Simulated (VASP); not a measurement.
A run of VASP 6.6.1 is set up as follows.

INCAR

```
SYSTEM = BeTe
  ALGO = Fast
  EDIFF = 1E-7
  ENCUT = 520
  GGA = PE
  ISIF = 2
  ISMEAR = 0
  LASPH = .TRUE.
  LCHARG = .FALSE.
  LREAL = .FALSE.
  LWAVE = .FALSE.
  NBANDS = 11
  NELM = 80
  PREC = Accurate
  SIGMA = 0.028999999999999998
```

Contents of KPOINTS:

```
k-points
0
G
  8 8 8
  0 0 0
```

Contents of POSCAR:

```
BeTe
1.0
    0.0000000000      2.7700000000      2.7700000000
    2.7700000000      0.0000000000      2.7700000000
    2.7700000000      2.7700000000      0.0000000000
Te Be
1 1
Direct
    0.7500000000      0.7500000000      0.7500000000
    0.0000000000      0.0000000000      0.0000000000
```

Potentials or basis: VASP PAW PBE potentials, release 64 (Te, Be).

Run with:

```sh
$ cat potpaw_PBE.64/Te/POTCAR potpaw_PBE.64/Be/POTCAR > POTCAR
$ mpirun -np 1 vasp_std > vasp.out
```

(1) Predict the pressure.

(2) What does it give for the band gap on the k mesh?

## Answers

(1) 4.5 GPa.

(2) 1.85 eV, indirect (least direct gap 3.56 eV).

Caveat: spin-orbit coupling is left out, which moves the levels of the heavy elements.
